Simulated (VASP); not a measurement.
The system is C.

```
C
1.0
     2.52210    0.00000    0.00000
    -1.26105    2.18420    0.00000
     0.00000    0.00000   12.35570
C
12
Direct
  0.66667 0.33333 0.35417
  0.33333 0.66667 0.85417
  0.66667 0.33333 0.14583
  0.33333 0.66667 0.64583
  0.66667 0.33333 0.47917
  0.33333 0.66667 0.97917
  0.66667 0.33333 0.02083
  0.33333 0.66667 0.52083
  0.00000 0.00000 0.81250
  0.00000 0.00000 0.31250
  0.00000 0.00000 0.68750
  0.00000 0.00000 0.18750
```

This is a hexagonal form of diamond, not graphite.

Base run:

| Property | Result |
| --- | --- |
| Program | VASP 6.6.1 |
| Functional | PBE |
| Potentials or basis | VASP PAW PBE potentials, release 64 (C) |
| Cutoff | 520 eV |
| k mesh | 12 × 12 × 4 |
| Occupations | gaussian, width 0.02 eV |
| Spin | no spin polarisation |

Its results: band gap on the k mesh 4.38 eV, indirect (least direct gap 5.30 eV); pressure 2.7 GPa; largest force 0.332 eV/Å.

Task: The run is repeated on the same cell with these changes: functional from PBE to LDA; potentials or basis from VASP PAW PBE potentials, release 64 (C) to VASP PAW LDA potentials, release 64 (C). What comes out?

Result: Band gap on the k mesh 4.35 eV, indirect (least direct gap 5.25 eV); pressure -11.3 GPa; largest force 0.339 eV/Å.
